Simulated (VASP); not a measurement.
**Au: relaxation of cell and atoms with PBEsol**

Crystal: Au.

```xyz
1
Lattice="0.0000 2.0585 2.0585 2.0585 0.0000 2.0585 2.0585 2.0585 0.0000" Properties=species:S:1:pos:R:3 pbc="T T T"
Au    0.0000    0.0000    0.0000
```

| Quantity | Value |
| --- | --- |
| Program | VASP 6.6.1 |
| Task | relaxation of cell and atoms |
| Functional | PBEsol |
| Potentials or basis | VASP PAW PBE potentials, release 64 (Au) |
| Cutoff | 600 eV |
| k mesh | 6 × 6 × 6 |
| Occupations | gaussian, width 0.1 eV |
| Spin | no spin polarisation |
| Further INCAR settings | ALGO = Normal; EDIFF = 1e-07; IBRION = 2; EDIFFG = -0.005; NSW = 90; ISIF = 3 |

```
Relaxed volume                         : 17.13 Å³/atom
Relaxed cell                           : a = 2.893 Å, b = 2.893 Å, c = 2.893 Å, α = 60.00°, β = 60.00°, γ = 60.00°
Space group after relaxing (to 0.05 Å) : Fm-3m (No. 225)
Energy gained by relaxing              : 3.1 meV/atom
Ionic steps                            : 3
Pressure after relaxing                : 0.0 GPa
Band gap on the k mesh                 : none (metal or under the smearing width)
```

Step by step:
```csv
step,energy change (eV),largest force (eV/Å),pressure (GPa),volume (Å³)
1,0.0000,0.0000,-3.04,17.45
2,0.0056,0.0000,5.69,16.62
3,-0.0031,0.0000,-0.03,17.13
```

Final structure:
```
Au
1.0
     0.00000    2.04598    2.04598
     2.04598    0.00000    2.04598
     2.04598    2.04598    0.00000
Au
1
Cartesian
  0.0000 0.0000 0.0000
```

Levels at points of the mesh, in eV from the Fermi level:
| k point | band 2 | band 3 | band 4 | band 5 | band 6 | band 7 | band 8 | band 9 |
| --- | --- | --- | --- | --- | --- | --- | --- | --- |
| (0.00, 0.00, 0.00) | -4.57 | -4.57 | -4.57 | -3.05 | -3.05 | 14.58 | 18.55 | 18.55 |
| (0.50, 0.00, 0.00) | -4.60 | -4.60 | -1.86 | -1.86 | -0.92 | 3.11 | 14.02 | 17.13 |
| (0.50, 0.50, 0.00) | -6.62 | -1.90 | -1.54 | -1.54 | 1.05 | 5.78 | 10.02 | 10.02 |

Wall time 4.7 s on 1 thread of Intel(R) Xeon(R) 6975P-C (Granite Rapids), with other jobs on the host, peak memory 0.14 GiB.

Caveat: the k mesh is coarse (spacing up to 0.44 Å⁻¹), so the values aren't converged; the PAW data sets were made with another functional, which shifts forces and pressure a little. The run has no spin-orbit coupling, so splittings on Au are missing.
